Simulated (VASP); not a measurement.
# FeO (Wuestite) (Fm-3m) in VASP: further runs

One crystal, FeO (Wuestite), is run at these levels: LDA; tasks: single point.

All numbers are computed with VASP 6.6.1; they aren't measurements. Logs are shortened: lines on timing, memory, paths and dates and some standing lists are left out, and cuts for length are marked.

### 1 Starting point

It takes space group Fm-3m (No. 225, cubic). Conventional cell: a = 4.311 Å, b = 4.311 Å, c = 4.311 Å, α = 90.00°, β = 90.00°, γ = 90.00°. Around Fe (site symmetry m-3m) lie 6 O at 2.16 Å. Around O (site symmetry m-3m) lie 6 Fe at 2.16 Å.

### 2 Single point, LDA, collinear spin, ferromagnetic start

INCAR reads:

```
PREC     = Accurate       # precision mode
ENCUT    = 450            # plane-wave cutoff, eV
EDIFF    = 1E-7           # SCF threshold, eV
ISMEAR   = 0              # smearing method
SIGMA    = 0.05           # smearing width, eV
LREAL    = False          # projectors in reciprocal space
LASPH    = True           # aspherical terms in the spheres
NELM     = 100            # most SCF steps
ALGO     = Normal         # electronic algorithm
ISIF     = 2              # what is computed and relaxed
LWAVE    = False          # write WAVECAR
LCHARG   = False          # write CHGCAR
ISPIN    = 2              # spin polarisation
MAGMOM   = 3 0            # initial moments
LORBIT   = 11             # projections on sites
LMAXMIX  = 4              # l up to which the mixer works
NBANDS   = 18             # bands
ADDGRID  = False
```

KPOINTS reads:

```
Automatic mesh
0
Gamma
  3 3 3
```

POSCAR reads:

```
FeO
1.0
    0.0000000000      2.1554000000      2.1554000000
    2.1554000000      0.0000000000      2.1554000000
    2.1554000000      2.1554000000      0.0000000000
Fe O
1 1
Direct
    0.0000000000      0.0000000000      0.0000000000
    0.5000000000      0.5000000000      0.5000000000
```

Potentials or basis: VASP PAW LDA potentials, release 64 (Fe, O).

The run is started by

```
$ cat potpaw_LDA.64/Fe/POTCAR potpaw_LDA.64/O/POTCAR > POTCAR
$ mpirun -np 1 vasp_std > vasp.out
```

OUTCAR:

```text
PREC = Accurate
   ENCUT = 450
   EDIFF = 1E-7
   ISMEAR = 0
   LREAL = False
   LASPH = True
   NELM = 100
   ISIF = 2
   ISPIN = 2
   LORBIT = 11

 Found      4 irreducible k-points:

 Following reciprocal coordinates:
            Coordinates               Weight
  0.000000  0.000000  0.000000      1.000000
  0.333333  0.000000  0.000000      8.000000
  0.333333  0.333333  0.000000      6.000000
 -0.333333  0.333333  0.000000     12.000000
   k-points           NKPTS =      4   k-points in BZ     NKDIM =      4   number of bands    NBANDS=     18
   number of dos      NEDOS =    301   number of ions     NIONS =      2
   total plane-waves  NPLWV =  13824
   dimension x,y,z NGX =    24 NGY =   24 NGZ =   24
   dimension x,y,z NGXF=    48 NGYF=   48 NGZF=   48
   ions per type =               1   1
   NGX,Y,Z   is equivalent  to a cutoff of  13.09, 13.09, 13.09 a.u.
   NGXF,Y,Z  is equivalent  to a cutoff of  26.18, 26.18, 26.18 a.u.
 SYSTEM =  unknown system
   PREC   = accura    normal or accurate (medium, high low for compatibility)
   ISTART =      0    job   : 0-new  1-cont  2-samecut
   ICHARG =      2    charge: 1-file 2-atom 10-const
   ISPIN  =      2    spin polarized calculation?
   LNONCOLLINEAR =      F non collinear calculations
   LSORBIT =      F    spin-orbit coupling
   LASPH  =      T    aspherical Exc in radial PAW
   ENCUT  =  450.0 eV  33.07 Ry    5.75 a.u.   5.27  5.27  5.27*2*pi/ulx,y,z
   NELM   =    100;   NELMIN=  2; NELMDL= -5     # of ELM steps
   EDIFF  = 0.1E-06   stopping-criterion for ELM
   LREAL  =      F    real-space projection
   EDIFFG = 0.1E-05   stopping-criterion for IOM
   NSW    =      0    number of steps for IOM
   IBRION =     -1    ionic relax: 0-MD 1-quasi-New 2-CG
   NFREE  =      0    steps in history (QN), initial steepest desc. (CG)
   ISIF   =      2    stress and relaxation
   ISYM   =      2    0-nonsym 1-usesym 2-fastsym
   POTIM  = 0.5000    time-step for ionic-motion
   TEBEG  =    0.0;   TEEND  =   0.0 temperature during run
   PSTRESS=    0.0 pullay stress
   NELECT =      14.0000    total number of electrons
   NUPDOWN=      -1.0000    fix difference up-down
   EMIN   =  10.00;   EMAX   =-10.00  energy-range for DOS
   EFERMI =   0.00;   METHOD = LEGACY
   ISMEAR =     0;   SIGMA  =   0.05  broadening in eV -4-tet -1-fermi 0-gaus
   EFERMI_NEDOS =   21; number of points for ismear=-14 and -15
   IALGO  =     38    algorithm
   IMIX   =      4    mixing-type and parameters
     AMIX     =   0.40;   BMIX     =  1.00
     AMIX_MAG =   1.60;   BMIX_MAG =  1.00
  volume/ion in A,a.u.               =      10.01        67.57
  Fermi-wavevector in a.u.,A,eV,Ry     =   1.452935  2.745650 28.722187  2.111021
  Thomas-Fermi vector in A             =   2.570260
   LORBIT       =     11    0 simple, 1 ext, 2 COOP (PROOUT), +10 PAW based schemes
   GGA     = CA    functional components
   LHFCALC =     F    Hartree Fock is set to
   AEXX    =    0.0000 exact exchange contribution
   IVDW    =     0    specifies the selected vdW correction
   LEPSILON=     F    determine dielectric tensor
   LRPA    =     F    only Hartree local field effects (RPA)
 spin polarized calculation
 Gauss-broadening in eV      SIGMA  =   0.05
  energy-cutoff  :      450.00
  volume of cell :       20.03
 maximum number of plane-waves:       444
 NGX is ok and might be reduce to    24
   NGX = 11   NGY = 11   NGZ = 11

 number of electron      13.9999998 magnetization       4.0002536

 Free energy of the ion-electron system (eV)
  ---------------------------------------------------
  ext. energy  EPLUGINS =         0.00000000
  ---------------------------------------------------
  free energy    TOTEN  =       -16.28280378 eV

  energy without entropy =      -16.27542218  energy(sigma->0) =      -16.27911298

 E-fermi :   5.9384     XC(G=0): -12.6132

 val. band max:        5.8187060225   @ k =   0.0000   0.0000   0.0000
 cond. band min:       5.9651520708   @ k =   0.3333   0.0000   0.0000
 fundamental gap:      0.1464460482
 Fermi energy:         5.9383655570

 spin component 1

 k-point     1 :       0.0000    0.0000    0.0000
  band No.  band energies     occupation
      1     -14.5096      1.00000
      2       2.1296      1.00000
      3       2.1296      1.00000
      4       2.1296      1.00000
      5       2.2281      1.00000
      6       2.2281      1.00000
      7       2.2281      1.00000
      8       2.5519      1.00000
      9       2.5519      1.00000
     10       6.0733      0.00007
     11      21.2090      0.00000
     12      22.8331      0.00000
     13      22.8331      0.00000
     14      22.8331      0.00000
     15      26.4223      0.00000
     16      26.4223      0.00000
     17      26.4223      0.00000
     18      29.5480      0.00000

 k-point     2 :       0.3333    0.0000    0.0000
  band No.  band energies     occupation
      1     -13.6231      1.00000
      2      -1.9438      1.00000
      3      -0.2407      1.00000
      4      -0.2407      1.00000
      5       2.8647      1.00000
      6       2.8647      1.00000
      7       3.2712      1.00000
      8       5.2883      1.00000
      9       5.2883      1.00000
     10       9.5104      0.00000
     11      15.1496      0.00000
     12      19.3678      0.00000
     13      19.3678      0.00000
     14      24.6338      0.00000
     15      27.0151      0.00000
     16      27.0151      0.00000
     17      31.2296      0.00000
     18      33.8886      0.00000

 k-point     3 :       0.3333    0.3333    0.0000
  band No.  band energies     occupation
      1     -13.5509      1.00000
      2      -1.6457      1.00000
      3       0.9097      1.00000
      4       0.9097      1.00000
      5       1.5029      1.00000
      6       2.8545      1.00000
      7       3.4985      1.00000
      8       3.4985      1.00000
      9       3.9118      1.00000
     10      10.9569      0.00000
     11      15.5655      0.00000
     12      17.0927      0.00000
     13      20.3445      0.00000
     14      20.3445      0.00000
     15      31.7724      0.00000
     16      32.4627      0.00000
     17      34.6876      0.00000
     18      35.6535      0.00000

 k-point     4 :      -0.3333    0.3333    0.0000
  band No.  band energies     occupation
      1     -13.2129      1.00000
      2      -1.5883      1.00000
      3      -0.9934      1.00000
      4      -0.2885      1.00000
      5       2.7727      1.00000
      6       3.1062      1.00000
      7       3.5424      1.00000
      8       3.8015      1.00000
      9       5.0834      1.00000
     10      13.3896      0.00000
     11      13.6230      0.00000
     12      14.6740      0.00000
     13      19.6119      0.00000
     14      23.7292      0.00000
     15      27.5588      0.00000
     16      31.4743      0.00000
     17      33.2681      0.00000
     18      34.9257      0.00000
 Fermi energy:         5.9383655570

 spin component 2

 k-point     1 :       0.0000    0.0000    0.0000
  band No.  band energies     occupation
      1     -13.9193      1.00000
      2       2.7591      1.00000
      3       2.7591      1.00000
      4       2.7591      1.00000
      5       5.1195      1.00000
      6       5.1195      1.00000
      7       5.1195      1.00000
      8       5.8187      0.99964
      9       5.8187      0.99964
     10       6.8535      0.00000
     11      21.4373      0.00000
     12      23.8882      0.00000
     13      23.8882      0.00000
     14      23.8882      0.00000
     15      27.7109      0.00000
     16      27.7109      0.00000
     17      27.7109      0.00000
     18      30.6807      0.00000

 k-point     2 :       0.3333    0.0000    0.0000
  band No.  band energies     occupation
      1     -13.0232      1.00000
      2      -1.1411      1.00000
      3       1.1086      1.00000
      4       1.1086      1.00000
      5       5.9652      0.22433
      6       5.9652      0.22431
      7       5.9960      0.05143
      8       7.9487      0.00000
      9       7.9487      0.00000
     10      10.2516      0.00000
     11      16.1400      0.00000
     12      20.2874      0.00000
     13      20.2874      0.00000
     14      25.5555      0.00000
     15      28.0049      0.00000
     16      28.0049      0.00000
     17      31.8787      0.00000
     18      34.6980      0.00000

 k-point     3 :       0.3333    0.3333    0.0000
  band No.  band energies     occupation
      1     -12.9339      1.00000
      2      -0.8303      1.00000
      3       1.6871      1.00000
      4       1.6871      1.00000
      5       4.0628      1.00000
      6       6.2200      0.00000
      7       6.5460      0.00000
      8       6.5460      0.00000
      9       6.9163      0.00000
     10      12.0481      0.00000
     11      16.4746      0.00000
     12      18.3180      0.00000
     13      21.2381      0.00000
     14      21.2381      0.00000
     15      32.6654      0.00000
     16      33.4535      0.00000
     17      35.0990      0.00000
     18      36.3469      0.00000

 k-point     4 :      -0.3333    0.3333    0.0000
  band No.  band energies     occupation
      1     -12.5898      1.00000
      2      -0.7312      1.00000
      3      -0.2436      1.00000
      4       0.9261      1.00000
      5       5.6144      1.00000
      6       6.2913      0.00000
      7       6.4705      0.00000
      8       6.9535      0.00000
      9       7.9612      0.00000
     10      14.3160      0.00000
     11      14.7115      0.00000
     12      15.4853      0.00000
     13      20.5445      0.00000
     14      24.6809      0.00000
     15      28.1763      0.00000
     16      32.2944      0.00000
     17      34.1023      0.00000
     18      35.8700      0.00000

------------------------ aborting loop because EDIFF is reached ----------------------------------------

  FORCE on cell =-STRESS in cart. coord.  units (eV):
  Direction    XX          YY          ZZ          XY          YZ          ZX
  --------------------------------------------------------------------------------------
  -------------------------------------------------------------------------------------
  Total       -1.9487732     -1.9487732     -1.9487732     -0.0000000     -0.0000000      0.0000000
  in kB     -155.9043523   -155.9043523   -155.9043523     -0.0000000     -0.0000000      0.0000000
  external PRESSURE =    -155.9043523 kB  Pullay stress =       0.0000000 kB

 VOLUME and BASIS-vectors are now :
 -----------------------------------------------------------------------------
  energy-cutoff  :      450.00
  volume of cell :       20.03
      direct lattice vectors                 reciprocal lattice vectors
     0.000000000  2.155400000  2.155400000    -0.231975503  0.231975503  0.231975503
     2.155400000  0.000000000  2.155400000     0.231975503 -0.231975503  0.231975503
     2.155400000  2.155400000  0.000000000     0.231975503  0.231975503 -0.231975503

 POSITION                                       TOTAL-FORCE (eV/Angst)
 -----------------------------------------------------------------------------------
      0.00000      0.00000      0.00000        -0.000000     -0.000000     -0.000000
      2.15540      2.15540      2.15540         0.000000      0.000000      0.000000
 -----------------------------------------------------------------------------------
    total drift:                                0.000000     -0.000000      0.000000

  FREE ENERGIE OF THE ION-ELECTRON SYSTEM (eV)
  ---------------------------------------------------
  free  energy   TOTEN  =       -16.2828037768 eV

  energy  without entropy=      -16.2754221825  energy(sigma->0) =      -16.27911298

 total charge

# of ion       s       p       d       tot
------------------------------------------
    1        0.288   0.362   6.117   6.767
    2        1.546   3.423   0.000   4.970
--------------------------------------------------
tot          1.834   3.786   6.117  11.737

 magnetization (x)

# of ion       s       p       d       tot
------------------------------------------
    1        0.024   0.017   3.522   3.562
    2        0.028   0.302   0.000   0.330
--------------------------------------------------
tot          0.052   0.319   3.522   3.892
```

Wall time 7 s (1 thread of Intel Xeon Platinum 8375C at 2.90GHz (Ice Lake), shared host); peak memory 0.13 GiB.

These settings aren't checked as converged: the numbers below hold their error.

Results:

```
Free energy                                           : -16.2828 eV
Band gap on the k mesh                                : none (metal or under the smearing width)
Net moment                                            : 4.00 μB per cell
Site moments                                          : Fe +3.56; O +0.33 μB
Valence electrons inside the program's atomic spheres : Fe 6.77; O 4.97
```

Caveat: the k mesh is coarse (spacing up to 0.84 Å⁻¹), so the values aren't converged; the cutoff is under 1.25 times the usual one of these potentials, so pressure, stress and relaxed cells hold a basis-set (Pulay) error; a cell with one magnetic atom can't hold antiferromagnetic order, which such compounds often take; semilocal functionals often make such compounds metallic where correlation or magnetic order opens a gap, which also shifts bond lengths.

### 3 Single point, LDA, collinear spin, ferromagnetic start

Changes to INCAR since step 2:

```diff
@@ -1,3 +1,3 @@
 PREC     = Accurate       # precision mode
-ENCUT    = 450            # plane-wave cutoff, eV
+ENCUT    = 550            # plane-wave cutoff, eV
 EDIFF    = 1E-7           # SCF threshold, eV
```

KPOINTS is that of step 2.

POSCAR is that of step 2.

Potentials or basis: VASP PAW LDA potentials, release 64 (Fe, O).

The run is started by

```
$ cat potpaw_LDA.64/Fe/POTCAR potpaw_LDA.64/O/POTCAR > POTCAR
$ mpirun -np 1 vasp_std > vasp.out
```

OUTCAR:

```text
PREC = Accurate
   ENCUT = 550
   EDIFF = 1E-7
   ISMEAR = 0
   LREAL = False
   LASPH = True
   NELM = 100
   ISIF = 2
   ISPIN = 2
   LORBIT = 11

 Found      4 irreducible k-points:

 Following reciprocal coordinates:
            Coordinates               Weight
  0.000000  0.000000  0.000000      1.000000
  0.333333  0.000000  0.000000      8.000000
  0.333333  0.333333  0.000000      6.000000
 -0.333333  0.333333  0.000000     12.000000
   k-points           NKPTS =      4   k-points in BZ     NKDIM =      4   number of bands    NBANDS=     18
   number of dos      NEDOS =    301   number of ions     NIONS =      2
   total plane-waves  NPLWV =  13824
   dimension x,y,z NGX =    24 NGY =   24 NGZ =   24
   dimension x,y,z NGXF=    48 NGYF=   48 NGZF=   48
   ions per type =               1   1
   NGX,Y,Z   is equivalent  to a cutoff of  13.09, 13.09, 13.09 a.u.
   NGXF,Y,Z  is equivalent  to a cutoff of  26.18, 26.18, 26.18 a.u.
 SYSTEM =  unknown system
   PREC   = accura    normal or accurate (medium, high low for compatibility)
   ISTART =      0    job   : 0-new  1-cont  2-samecut
   ICHARG =      2    charge: 1-file 2-atom 10-const
   ISPIN  =      2    spin polarized calculation?
[... 231 lines left out ...]
     17      34.0941      0.00000
     18      35.8565      0.00000

------------------------ aborting loop because EDIFF is reached ----------------------------------------

  FORCE on cell =-STRESS in cart. coord.  units (eV):
  Direction    XX          YY          ZZ          XY          YZ          ZX
  --------------------------------------------------------------------------------------
  -------------------------------------------------------------------------------------
  Total       -1.8140506     -1.8140506     -1.8140506     -0.0000000     -0.0000000      0.0000000
  in kB     -145.1263767   -145.1263767   -145.1263767     -0.0000000     -0.0000000      0.0000000
  external PRESSURE =    -145.1263767 kB  Pullay stress =       0.0000000 kB

 VOLUME and BASIS-vectors are now :
 -----------------------------------------------------------------------------
  energy-cutoff  :      550.00
  volume of cell :       20.03
      direct lattice vectors                 reciprocal lattice vectors
     0.000000000  2.155400000  2.155400000    -0.231975503  0.231975503  0.231975503
     2.155400000  0.000000000  2.155400000     0.231975503 -0.231975503  0.231975503
     2.155400000  2.155400000  0.000000000     0.231975503  0.231975503 -0.231975503

 POSITION                                       TOTAL-FORCE (eV/Angst)
 -----------------------------------------------------------------------------------
      0.00000      0.00000      0.00000        -0.000000      0.000000      0.000000
      2.15540      2.15540      2.15540         0.000000      0.000000      0.000000
 -----------------------------------------------------------------------------------
    total drift:                                0.000000     -0.000000      0.000000

  FREE ENERGIE OF THE ION-ELECTRON SYSTEM (eV)
  ---------------------------------------------------
  free  energy   TOTEN  =       -16.2790395482 eV

  energy  without entropy=      -16.2716632416  energy(sigma->0) =      -16.27535139

 total charge

# of ion       s       p       d       tot
------------------------------------------
    1        0.288   0.362   6.118   6.768
    2        1.536   3.421   0.000   4.957
--------------------------------------------------
tot          1.823   3.784   6.118  11.724

 magnetization (x)

# of ion       s       p       d       tot
------------------------------------------
    1        0.024   0.017   3.522   3.562
    2        0.028   0.302   0.000   0.330
--------------------------------------------------
tot          0.052   0.318   3.522   3.892
```

OSZICAR:

```text
N       E                     dE             d eps       ncg     rms          rms(c)
DAV:   1     0.646510748699E+02    0.64651E+02   -0.68155E+03   312   0.979E+02
DAV:   2    -0.137259483784E+02   -0.78377E+02   -0.67468E+02   290   0.208E+02
DAV:   3    -0.187329202712E+02   -0.50070E+01   -0.47473E+01   324   0.536E+01
DAV:   4    -0.187826176693E+02   -0.49697E-01   -0.49667E-01   352   0.507E+00
DAV:   5    -0.187830211042E+02   -0.40343E-03   -0.40343E-03   330   0.459E-01    0.178E+01
DAV:   6    -0.170804320321E+02    0.17026E+01   -0.14335E+01   372   0.568E+01    0.206E+01
DAV:   7    -0.163826149907E+02    0.69782E+00   -0.57322E+00   364   0.390E+01    0.975E+00
DAV:   8    -0.163019097724E+02    0.80705E-01   -0.32479E-01   384   0.807E+00    0.511E+00
DAV:   9    -0.163040484861E+02   -0.21387E-02   -0.21889E-01   432   0.724E+00    0.254E+00
DAV:  10    -0.162786497409E+02    0.25399E-01   -0.11644E-01   414   0.667E+00    0.262E-01
DAV:  11    -0.162790936517E+02   -0.44391E-03   -0.59333E-03   350   0.754E-01    0.152E-01
DAV:  12    -0.162790081853E+02    0.85466E-04   -0.12660E-04   388   0.136E-01    0.869E-02
DAV:  13    -0.162790339565E+02   -0.25771E-04   -0.51098E-05   406   0.100E-01    0.399E-02
DAV:  14    -0.162790394096E+02   -0.54531E-05   -0.16306E-05   378   0.537E-02    0.268E-02
DAV:  15    -0.162790395774E+02   -0.16778E-06   -0.39578E-06   368   0.381E-02    0.228E-03
DAV:  16    -0.162790395482E+02    0.29176E-07   -0.45198E-07   328   0.835E-03
   1 F= -.16279040E+02 E0= -.16275351E+02  d E =-.737631E-02  mag=     4.0000
```

It took 6.3 s on 1 thread of Intel Xeon Platinum 8375C at 2.90GHz (Ice Lake), shared host; peak memory 0.13 GiB.

These settings aren't checked as converged: the numbers below hold their error.

What came out:

- Free energy: -16.2790 eV
- Pressure: -14.5 GPa
- Band gap on the k mesh: none (metal or under the smearing width)
- Net moment: 4.00 μB per cell
- Site moments: Fe +3.56; O +0.33 μB
- Valence electrons inside the program's atomic spheres: Fe 6.77; O 4.96

Caveat: the k mesh is coarse (spacing up to 0.84 Å⁻¹), so the values aren't converged; a cell with one magnetic atom can't hold antiferromagnetic order, which such compounds often take; semilocal functionals often make such compounds metallic where correlation or magnetic order opens a gap, which also shifts bond lengths.
